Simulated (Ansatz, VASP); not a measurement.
## Two plane-wave programs on Pd

INCAR

```
PREC     = Accurate       # precision mode
ENCUT    = 520            # plane-wave cutoff, eV
EDIFF    = 1E-6           # SCF threshold, eV
ISMEAR   = 0              # smearing method
SIGMA    = 0.15           # smearing width, eV
LREAL    = F              # projectors in reciprocal space
LASPH    = T              # aspherical terms in the spheres
NELM     = 80             # most SCF steps
ALGO     = Fast           # electronic algorithm
ISIF     = 2              # what is computed and relaxed
LWAVE    = F              # write WAVECAR
LCHARG   = F              # write CHGCAR
GGA      = PS             # functional
NBANDS   = 11             # bands
```

Contents of KPOINTS:

```
Automatic mesh
0
Gamma
  24 24 24
```

POSCAR

```
Pd
1.0
   -0.4214873702      1.7586197170      1.7586197170
    1.7586197170     -0.4214873702      1.7586197170
    1.7586197170      1.7586197170     -0.4214873702
Pd
1
Direct
    0.0000000000      0.0000000000      0.0000000000
```

Input for Ansatz:

```yaml
crystal:
  lattice:
    - [-0.4214873702, 1.758619717, 1.758619717]
    - [1.758619717, -0.4214873702, 1.758619717]
    - [1.758619717, 1.758619717, -0.4214873702]
  atoms:
    - { symbol: Pd, position: [0.0, 0.0, 0.0] }
basis:
  ecutwfc: 420
kpoints:
  mp_grid: { grid: [24, 24, 24] }
hamiltonian:
  xc: pbesol
scf:
  occupations: { method: gaussian, width: 0.15 }
output:
  forces: true
  stress: true
  eigenvalues: true
  write_density: true
  write_potential: true
  elf: true
  volumetric_format: npy
```

Alike in both runs: task single point; functional PBEsol; k mesh 24 × 24 × 24; occupations gaussian, width 0.15 eV; no spin polarisation.

```csv
,VASP,Ansatz
version,VASP 6.6.1,Ansatz 0.2.0
potentials or method,"VASP PAW PBE potentials, release 64 (Pd)","scalar-relativistic, plane waves, PAW"
plane-wave cutoff (eV),520,420
valence electrons in the cell,10,18
```

|  | VASP | Ansatz | Ansatz less VASP |
| --- | --- | --- | --- |
| gap on the k mesh at the Fermi level (eV) | none | none | - |
| pressure (GPa) | 14.8 | 15.3 | +0.50 |
| largest component of the traceless stress (GPa) | 10.14 | 10.23 | +0.096 |

A gap of «none» marks a metal or a gap that the smearing closes. With one functional, cell and mesh, what is left measures potentials, basis and numerics. The two sets of potentials don't hold the same shells in valence.

Caveats: the PAW data sets were made with another functional, which shifts forces and pressure a little (VASP).
